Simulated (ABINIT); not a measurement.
PtSe2 (Sudovikovite) in ABINIT: the effect of potentials

PtSe2 (Sudovikovite):

```
Pt Se
1.0
     3.72400    0.00000    0.00000
    -1.86200    3.22508    0.00000
     0.00000    0.00000    5.06200
Pt Se
1 2
Direct
  0.00000 0.00000 0.00000
  0.66667 0.33333 0.75000
  0.33333 0.66667 0.25000
```

Alike in all runs:

- Program: ABINIT 10.8.3 (patched build)
- Task: single point
- Functional: PBEsol
- k mesh: 8 × 8 × 5
- Occupations: fermi-dirac, width 0.05 eV
- Spin: no spin polarisation

| potentials | cutoff | pressure (GPa) | largest force (eV/Å) |
| --- | --- | --- | --- |
| PseudoDojo NC SR PBEsol v0.4.1 standard | 1170 eV | 2.0 | 0.33 |
| PseudoDojo NC SR PBEsol v0.4 stringent | 1415 eV | 1.9 | 0.32 |
| JTH PAW PBE v2.0 | 435 eV | ? | ? |

Q: What does the run with potentials JTH PAW PBE v2.0 give?

A: Pressure 2.9 GPa; largest force 0.45 eV/Å.

Caveats: the PAW data sets were made with another functional, which shifts forces and pressure a little (some runs); the atomic spheres overlap (some runs).

The runs don't all hold the same shells in valence.
